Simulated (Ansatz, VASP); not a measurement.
MoS2: VASP beside Ansatz

```
CELL_PARAMETERS angstrom
2.75815 0.00000 0.00000
-1.37908 2.38863 0.00000
0.00000 0.00000 10.13938
ATOMIC_POSITIONS crystal
Mo 0.66667 0.33333 0.25000
Mo 0.33333 0.66667 0.75000
S 0.66667 0.33333 0.59168
S 0.33333 0.66667 0.40832
S 0.66667 0.33333 0.90832
S 0.33333 0.66667 0.09168
```

Alike in both runs: functional PBEsol; k mesh 12 × 12 × 4; occupations gaussian, width 0.1 eV; no spin polarisation.

Ansatz relaxed the structure, and its values are those at the end. VASP's run is a single point on that final structure, the one shown.

|  | VASP | Ansatz |
| --- | --- | --- |
| version | VASP 6.6.1 | Ansatz 0.2.0 |
| potentials or method | VASP PAW PBE potentials, release 64 (Mo_sv, S) | scalar-relativistic, plane waves, PAW |
| plane-wave cutoff (eV) | 520 | 420 |
| valence electrons in the cell | 52 | 52 |

Ansatz gave:

```
gap on the k mesh at the Fermi level (eV) : none
rms of the force components (eV/Å)        : 0.000
```

**Question.** Estimate VASP's values.

**Answer.** gap on the k mesh at the Fermi level (eV): none; rms of the force components (eV/Å): 0.023.

A gap of «none» marks a metal or a gap that the smearing closes. With one functional, cell and mesh, what is left measures potentials, basis and numerics.

Caveats: the PAW data sets were made with another functional, which shifts forces and pressure a little (VASP).
